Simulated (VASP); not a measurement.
A calculation with VASP 6.6.1 of SnO2 (Cassiterite) (native input, structure from a POSCAR):

INCAR

```
SYSTEM = SnO2
PREC = Accurate
ENCUT = 550
EDIFF = 1E-6
ISMEAR = 0
SIGMA = 0.1
LREAL = .False.
LASPH = .True.
NELM = 80
ALGO = Normal
ISIF = 2
LWAVE = .False.
LCHARG = .False.
```

The input KPOINTS:

```
regular mesh
0
Gamma
  6 6 8
  0 0 0
```

Contents of POSCAR:

```
SnO2
4.738
    1.000000000000      0.000000000000      0.000000000000
    0.000000000000      1.000000000000      0.000000000000
    0.000000000000      0.000000000000      0.672541156606
Sn O
2 4
Direct
    0.5000000000      0.5000000000      0.5000000000
    0.0000000000      0.0000000000      0.0000000000
    0.8071000000      0.1929000000      0.5000000000
    0.6929000000      0.6929000000      0.0000000000
    0.1929000000      0.8071000000      0.5000000000
    0.3071000000      0.3071000000      0.0000000000
```

Potentials or basis: VASP PAW LDA potentials, release 64 (Sn_d_GW, O_GW).

Run with:

```console
$ cat potpaw_LDA.64/Sn_d_GW/POTCAR potpaw_LDA.64/O_GW/POTCAR > POTCAR
$ mpirun -np 1 vasp_std > vasp.out
```

**Question.** Write the same calculation in another form: ASE script, structure typed inline.

**Answer.** As run:

Contents of run.py:

```python
from ase import Atoms
from ase.calculators.vasp import Vasp
from ase.dft.bandgap import bandgap

atoms = Atoms(
    ['Sn', 'Sn', 'O', 'O', 'O', 'O'],
    cell=[[4.738, 0.0, 0.0], [0.0, 4.738, 0.0], [0.0, 0.0, 3.1865]],
    scaled_positions=[[0.5, 0.5, 0.5], [0.0, 0.0, 0.0], [0.8071, 0.1929, 0.5], [0.6929, 0.6929, 0.0], [0.1929, 0.8071, 0.5], [0.3071, 0.3071, 0.0]],
    pbc=True,
)
calc = Vasp(
    directory='calc',
    xc='lda',
    pp='LDA',
    setups='gw',
    prec='Accurate',
    encut=550,
    ediff=1e-06,
    ismear=0,
    sigma=0.1,
    lreal=False,
    lasph=True,
    nelm=80,
    algo='Normal',
    isif=2,
    lwave=False,
    lcharg=True,
    lelf=True,
    lvhar=True,
    kpts=[6, 6, 8],
    gamma=True,
    nbands=35,
)
atoms.calc = calc

print('energy (eV):', atoms.get_potential_energy())
print('free energy (eV):', atoms.get_potential_energy(force_consistent=True))
print('forces (eV/A):')
print(atoms.get_forces())
print('stress (eV/A^3, Voigt):', atoms.get_stress())
print('Fermi level (eV):', calc.get_fermi_level())
gap, top, bottom = bandgap(calc)
print('band gap (eV):', gap, 'from (spin, k, band)', top, 'to', bottom)
```

Potentials or basis: VASP PAW LDA potentials, release 64 (Sn_d_GW, O_GW).

The run is started by

```console
$ python run.py
```

Both were run:

|  | native input, structure from a POSCAR | ASE script, structure typed inline |
| --- | --- | --- |
| Pressure | -0.7 GPa | -0.7 GPa |
| Largest force | 0.164 eV/Å | 0.164 eV/Å |
| Band gap on the k mesh | 1.17 eV, direct | 1.17 eV, direct |

Keys that steer only the numerical path or the files written may differ.

Caveat: spin-orbit coupling is left out, which moves the levels of the heavy elements.
